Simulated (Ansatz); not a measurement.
## BN: stationary points along a deformation path

The calculation used DFT r2SCAN, scalar-relativistic, plane waves, PAW (Ansatz). The runs took a 500 eV cutoff, a Γ-centred 12×12×12 mesh and Gaussian smearing (0.05 eV). No spin polarisation. Energies are free energies at this smearing, counted from the undisturbed cell; pressure is positive in compression.

The undisturbed cell (as given, not relaxed at this level; it stands at -5.2 GPa):

```yaml
crystal:
  lattice:
    - [0.00000, 1.81300, 1.81300]
    - [1.81300, 0.00000, 1.81300]
    - [1.81300, 1.81300, 0.00000]
  atoms:
    - { symbol: B, position: [0.00000, 0.00000, 0.00000] }
    - { symbol: N, position: [0.75000, 0.75000, 0.75000] }
```

At fixed volume and fractional coordinates, lengths along (0.000, 0.000, 1.000) are scaled against those across it; ρ is that ratio over its starting value. V = 5.959 Å³/atom. Δσ is the stress along the axis less the mean stress across it (compression positive).

```
    ρ  ΔE (meV/atom)  Δσ (GPa) space group
0.650         1007.7    164.59        I-4m2
0.707          691.0    139.69        I-4m2
0.780          385.1    111.00        I-4m2
0.850          178.7     81.66        I-4m2
0.920           50.8     47.16        I-4m2
0.960           12.7     24.60        I-4m2
1.000            0.0      0.00        F-43m
1.050           19.7    -33.37        I-4m2
1.100           78.5    -69.21        I-4m2
1.200          308.8   -146.30        I-4m2
1.300          678.3   -227.62        I-4m2
1.414         1249.4   -321.57        I-4m2
1.500         1770.7   -390.63        I-4m2
```

How does the stress give the slope of the energy, and where is the energy stationary?

Along the path d ln(length) is 2/3 d ln ρ on the axis and −1/3 d ln ρ across it, so dE/d ln ρ = −(2/3) V Δσ: the energy falls with ρ where Δσ is positive. Δσ vanishes or changes sign at ρ = 1.000 (F-43m), a minimum at 0.0 meV/atom. Pairs of stationary points between two samples would go unseen, and could change a minimum read from distant neighbours into a maximum. At ρ = 1.000 the cell is cubic, where symmetry alone makes the stress isotropic and the slope zero.

Which shear constant sets the curvature at ρ = 1?

For a cubic crystal E/V = (2/3) C (ln ρ)² with C = C′ = (C11 − C12)/2, so Δσ = −2C ln ρ. The parabola of Δσ against ln ρ through ρ = 0.960, 1 and 1.050 gives C ≈ 320 GPa with the ions clamped, rough because the steps are large. It is the stress–strain coefficient at this cell's pressure of -5.2 GPa, not the zero-pressure constant.

Integrate that slope from ρ = 1 to 1.200 by the trapezoid rule.

With V/N in Å³ and 1 eV/Å³ = 160.2 GPa the slopes at ρ = 1.000, 1.050, 1.100, 1.200 are 0, 827, 1716, 3628 meV/atom per unit of ln ρ. The steps add 20.2 + 59.2 + 232.5 = 311.8 meV/atom, against 308.8 from the energies; the trapezoid rule misses the curvature of the slope within each step.